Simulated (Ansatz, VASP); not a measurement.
**InP: VASP beside Ansatz**

Contents of INCAR:

```
SYSTEM = InP
  ALGO = Normal
  EDIFF = 1E-6
  ENCUT = 520
  GGA = PS
  ISIF = 2
  ISMEAR = 0
  LASPH = .TRUE.
  LCHARG = .TRUE.
  LELF = .TRUE.
  LREAL = .FALSE.
  LVHAR = .TRUE.
  LWAVE = .FALSE.
  NBANDS = 16
  NELM = 80
  PREC = Accurate
  SIGMA = 0.05
```

KPOINTS

```
k-points
0
G
  14 14 14
  0 0 0
```

POSCAR

```
InP
1.0
    0.0000000000      2.7293201415      2.7293201415
    2.7293201415      0.0000000000      2.7293201415
    2.7293201415      2.7293201415      0.0000000000
In P
1 1
Direct
    0.0000000000      0.0000000000      0.0000000000
    0.5000000000      0.5000000000      0.5000000000
```

Input for Ansatz:

```yaml
crystal:
  lattice:
    - [0.0, 2.7293201415, 2.7293201415]
    - [2.7293201415, 0.0, 2.7293201415]
    - [2.7293201415, 2.7293201415, 0.0]
  atoms:
    - { symbol: In, position: [0.0, 0.0, 0.0] }
    - { symbol: P, position: [0.5, 0.5, 0.5] }
basis:
  ecutwfc: 420
  ecutrho_ratio: 4
kpoints:
  mp_grid: { grid: [14, 14, 14] }
hamiltonian:
  xc: pbesol
scf:
  occupations: { method: gaussian, width: 0.05 }
output:
  forces: true
  stress: true
  eigenvalues: true
```

Alike in both runs: task single point; functional PBEsol; k mesh 14 × 14 × 14; occupations gaussian, width 0.05 eV; no spin polarisation.

|  | VASP | Ansatz |
| --- | --- | --- |
| version | VASP 6.6.1 | Ansatz 0.2.0 |
| potentials or method | VASP PAW PBE potentials, release 64 (In_d, P) | scalar-relativistic, plane waves, PAW |
| plane-wave cutoff (eV) | 520 | 420 |
| valence electrons in the cell | 18 | 18 |

```csv
,VASP,Ansatz,Ansatz less VASP
gap on the k mesh at the Fermi level (eV),none,none,-
pressure (GPa),0.0,0.0,-0.03
```

A gap of «none» marks a metal or a gap that the smearing closes. With one functional, cell and mesh, what is left measures potentials, basis and numerics.

Caveats: the PAW data sets were made with another functional, which shifts forces and pressure a little (VASP).
